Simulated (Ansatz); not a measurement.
**MgS: from a first guess to the relaxed wurtzite type**

First guess:

```yaml
crystal:
  lattice:
    - [3.99635, 0.00000, 0.00000]
    - [-1.99817, 3.46094, 0.00000]
    - [0.00000, 0.00000, 6.51405]
  atoms:
    - { symbol: Mg, position: [0.33333, 0.66667, 0.00000] }
    - { symbol: Mg, position: [0.66667, 0.33333, 0.50000] }
    - { symbol: S, position: [0.33333, 0.66667, 0.37600] }
    - { symbol: S, position: [0.66667, 0.33333, 0.87600] }
```

Theory: DFT, PBE, PAW with Ansatz's default frozen-core files, scalar-relativistic (Ansatz 0.2.0).

Cell and atoms relax within the symmetry of the start on a 12×12×7 k mesh with 0.05 eV Fermi–Dirac smearing.

The start is built from a prototype, known or not as a phase of this compound; the cutoff is 420 eV.

Question: What is the pressure of the first guess?

Answer: 1.51 GPa.

Question: What does it relax to?

Answer: a = 4.054 Å, b = 4.054 Å, c = 6.492 Å, α = 90.00°, β = 90.00°, γ = 120.00° (conventional cell), 23.10 Å³ per atom:
```cif
data_structure
_symmetry_space_group_name_H-M 'P6_3mc'
_symmetry_Int_Tables_number 186
_cell_length_a 4.0543
_cell_length_b 4.0543
_cell_length_c 6.4920
_cell_angle_alpha 90.000
_cell_angle_beta 90.000
_cell_angle_gamma 120.000
_cell_volume 92.42
loop_
_atom_site_label
_atom_site_type_symbol
_atom_site_symmetry_multiplicity
_atom_site_Wyckoff_symbol
_atom_site_fract_x
_atom_site_fract_y
_atom_site_fract_z
_atom_site_occupancy
Mg1 Mg 2 b 0.33333 0.66667 0.99758 1
S1 S 2 b 0.33333 0.66667 0.37842 1
```

Question: How much energy does the relaxation release?

Answer: 3 meV/atom.
